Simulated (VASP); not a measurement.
## What goes wrong when the modes of SiO2 (Cristobalite) are computed with a bad input

Some phonon runs on SiO2 (Cristobalite) get a fault in the input on purpose. Which of them show, and how? The starting structure is a measured crystal structure from the Crystallography Open Database.

Method: Kohn-Sham DFT with plane waves and PAW; LDA, in VASP 6.6.1.

**1. Set-up**

The structure is tetragonal, space group P4_12_12 (No. 92). Conventional cell: a = 4.971 Å, b = 4.971 Å, c = 6.928 Å, α = 90.00°, β = 90.00°, γ = 90.00°. Si has 4 O at 1.60 to 1.61 Å nearest. Nearest to O lie 2 Si at 1.60 to 1.61 Å. Farther neighbours and most contacts between anions are not listed.

Coordinates:

```cif
data_structure
_symmetry_space_group_name_H-M 'P 1'
_symmetry_Int_Tables_number 1
_cell_length_a 4.9709
_cell_length_b 4.9709
_cell_length_c 6.9278
_cell_angle_alpha 90.000
_cell_angle_beta 90.000
_cell_angle_gamma 90.000
_cell_volume 171.18
loop_
_atom_site_label
_atom_site_type_symbol
_atom_site_fract_x
_atom_site_fract_y
_atom_site_fract_z
_atom_site_occupancy
Si1 Si 0.80050 0.19950 0.75000 1
Si2 Si 0.69950 0.69950 0.50000 1
Si3 Si 0.19950 0.80050 0.25000 1
Si4 Si 0.30050 0.30050 0.00000 1
O5 O 0.10370 0.23920 0.82140 1
O6 O 0.26080 0.60370 0.07140 1
O7 O 0.89630 0.76080 0.32140 1
O8 O 0.73920 0.39630 0.57140 1
O9 O 0.60370 0.26080 0.92860 1
O10 O 0.76080 0.89630 0.67860 1
O11 O 0.39630 0.73920 0.42860 1
O12 O 0.23920 0.10370 0.17860 1
```

**2. Reference modes**

The cell comes from a relaxation at this level, not shown (169.44 Å³).

INCAR

```
SYSTEM = SiO2
PREC = Accurate
ENCUT = 520
EDIFF = 1E-08
NELM = 100
ISMEAR = 0
SIGMA = 0.03
LREAL = .FALSE.
ALGO = Normal
GGA = CA
NBANDS = 44
LORBIT = 11
LWAVE = .FALSE.
LCHARG = .FALSE.
KPAR = 8
IBRION = 6
NFREE = 2
POTIM = 0.015
NSW = 1
ISIF = 2
```

POSCAR

```
SiO2
1.0
    4.9592103833      0.0000000000      0.0000000000
    0.0000000000      4.9592103833      0.0000000000
    0.0000000000      0.0000000000      6.8896484875
Si O
4 8
Direct
    0.8036586020      0.1963413980      0.7500000000
    0.6963413980      0.6963413980      0.5000000000
    0.1963413980      0.8036586020      0.2500000000
    0.3036586020      0.3036586020      0.0000000000
    0.1114163521      0.2377239944      0.8176991839
    0.2622760056      0.6114163521      0.0676991839
    0.8885836479      0.7622760056      0.3176991839
    0.7377239944      0.3885836479      0.5676991839
    0.6114163521      0.2622760056      0.9323008161
    0.7622760056      0.8885836479      0.6823008161
    0.3885836479      0.7377239944      0.4323008161
    0.2377239944      0.1114163521      0.1823008161
```

KPOINTS

```
Automatic mesh
0
Gamma
4 4 4
0 0 0
```

The projector-augmented-wave data sets are Si and O (LDA family, release 64).

Started as:

```
> mpirun -np 16 vasp_std
```

Log:

```text
[banner, memory and clock lines left out]
running   16 mpi-ranks, on    1 nodes
 distrk:  each k-point on    2 cores,    8 groups
 distr:  one band on    1 cores,    2 groups

 POSCAR found type information on POSCAR SiO
 POSCAR found :  2 types and      12 ions
|                                                                             |
|           W    W    AA    RRRRR   N    N  II  N    N   GGGG   !!!           |
|           W    W   A  A   R    R  NN   N  II  NN   N  G    G  !!!           |
|           W    W  A    A  R    R  N N  N  II  N N  N  G       !!!           |
|           W WW W  AAAAAA  RRRRR   N  N N  II  N  N N  G  GGG   !            |
|           WW  WW  A    A  R   R   N   NN  II  N   NN  G    G                |
|           W    W  A    A  R    R  N    N  II  N    N   GGGG   !!!           |
|                                                                             |
|     For optimal performance we recommend to set                             |
|       NCORE = 2 up to number-of-cores-per-socket                            |
|     NCORE specifies how many cores store one orbital (NPAR=cpu/NCORE).      |
|     This setting can greatly improve the performance of VASP for DFT.       |
|     The default, NCORE=1 might be grossly inefficient on modern             |
|     multi-core architectures or massively parallel machines. Do your        |
|     Unfortunately you need to use the default for GW and RPA                |
|     calculations (for HF NCORE is supported but not extensively tested      |
|     yet).                                                                   |
|                                                                             |

 LDA part: xc-table for (Slater(with rela. corr.)+CA(PZ))
 , standard interpolation
 POSCAR, INCAR and KPOINTS ok, starting setup
 FFT: planning ... GRIDC
 FFT: planning ... GRID_SOFT
 FFT: planning ... GRID
 WAVECAR not read
 entering main loop
       N       E                     dE             d eps       ncg     rms          rms(c)
DAV:   1     0.393042304170E+03    0.39304E+03   -0.32895E+04  1584   0.133E+03
DAV:   2    -0.870867395926E+02   -0.48013E+03   -0.46570E+03  2012   0.311E+02
DAV:   3    -0.116896075611E+03   -0.29809E+02   -0.29676E+02  1936   0.828E+01
DAV:   4    -0.117284732957E+03   -0.38866E+00   -0.38799E+00  1992   0.104E+01
DAV:   5    -0.117291611861E+03   -0.68789E-02   -0.68739E-02  1960   0.136E+00    0.301E+01
DAV:   6    -0.104102641562E+03    0.13189E+02   -0.51042E+01  1848   0.326E+01    0.150E+01
DAV:   7    -0.103886736966E+03    0.21590E+00   -0.14203E+00  1864   0.505E+00    0.522E+00
DAV:   8    -0.103767483992E+03    0.11925E+00   -0.76575E-02  1940   0.164E+00    0.200E+00
DAV:   9    -0.103747373426E+03    0.20111E-01   -0.29274E-02  1992   0.103E+00    0.308E-01
DAV:  10    -0.103748370028E+03   -0.99660E-03   -0.33924E-03  1888   0.282E-01    0.114E-01
DAV:  11    -0.103748307195E+03    0.62832E-04   -0.88484E-04  1892   0.154E-01    0.172E-02
DAV:  12    -0.103748310984E+03   -0.37883E-05   -0.22411E-05  1860   0.225E-02    0.100E-02
DAV:  13    -0.103748311876E+03   -0.89259E-06   -0.76780E-06  1840   0.127E-02    0.434E-03
DAV:  14    -0.103748312094E+03   -0.21798E-06   -0.21502E-07  1972   0.242E-03    0.831E-04
DAV:  15    -0.103748312109E+03   -0.15236E-07   -0.14074E-08  1288   0.601E-04    0.466E-04
DAV:  16    -0.103748312108E+03    0.13351E-08   -0.46469E-09  1248   0.371E-04
   1 F= -.10374831E+03 E0= -.10374831E+03  d E =-.710676E-18
[... from here on, the cycles between the ionic steps are left out ...]
   2 F= -.10374311E+03 E0= -.10374311E+03  d E =-.139736E-18
   3 F= -.10374324E+03 E0= -.10374324E+03  d E =-.103637E-17
   4 F= -.10374263E+03 E0= -.10374263E+03  d E =-.834326E-18
   5 F= -.10374263E+03 E0= -.10374263E+03  d E =-.832294E-18
   6 F= -.10374363E+03 E0= -.10374363E+03  d E =-.891108E-18
   7 F= -.10374345E+03 E0= -.10374345E+03  d E =-.299158E-18
   8 F= -.10374755E+03 E0= -.10374755E+03  d E =-.306789E-18
   9 F= -.10374756E+03 E0= -.10374756E+03  d E =-.628950E-18
  10 F= -.10374532E+03 E0= -.10374532E+03  d E =-.165612E-18
 Finite differences progress:
  Degree of freedom:   5/  5
  Displacement:        1/  2
  Total:               9/ 10
 bond charge predicted
       N       E                     dE             d eps       ncg     rms          rms(c)
DAV:   1    -0.103746392304E+03   -0.10753E-02   -0.37511E+00  3168   0.984E+00    0.629E-01
DAV:   2    -0.103746944484E+03   -0.55218E-03   -0.43716E-02  3952   0.110E+00    0.205E-01
DAV:   3    -0.103745550351E+03    0.13941E-02   -0.24762E-03  3976   0.357E-01    0.848E-02
DAV:   4    -0.103745399558E+03    0.15079E-03   -0.12409E-03  3920   0.204E-01    0.485E-02
DAV:   5    -0.103745397091E+03    0.24673E-05   -0.98972E-05  3788   0.552E-02    0.365E-02
DAV:   6    -0.103745392983E+03    0.41076E-05   -0.20310E-05  3992   0.228E-02    0.102E-02
DAV:   7    -0.103745391502E+03    0.14810E-05   -0.35465E-06  4064   0.171E-02    0.456E-03
DAV:   8    -0.103745391454E+03    0.48463E-07   -0.11736E-06  3992   0.719E-03    0.178E-03
DAV:   9    -0.103745391441E+03    0.12378E-07   -0.18628E-07  3968   0.309E-03    0.108E-03
DAV:  10    -0.103745391438E+03    0.30977E-08   -0.72856E-08  3952   0.200E-03
  11 F= -.10374539E+03 E0= -.10374539E+03  d E =-.133605E-17
 Finite differences progress:
  Degree of freedom:   5/  5
  Displacement:        2/  2
  Total:              10/ 10
```

It took 5.8 min on 16 MPI ranks of AMD EPYC 7R43, shared host; peak memory 5.6 GiB; 83 min of CPU time.

Lines that name or quote the potential files are left out of all logs, and their timing lines are given in words.

(Part 1 of 3 ends here.)

[Lines on the potential files, build, host, timing and source positions are cut from VASP's logs without a mark.]

[Logs are printed without paths, hosts, clocks, repeated set-up lines and the standing remarks that a program may print on its own settings, such as how far it seeks lower states.]

[Hosts, paths, dates, database ids (printed as entryN), source tags and the programs' standing remarks are cut or masked in the printed files.]
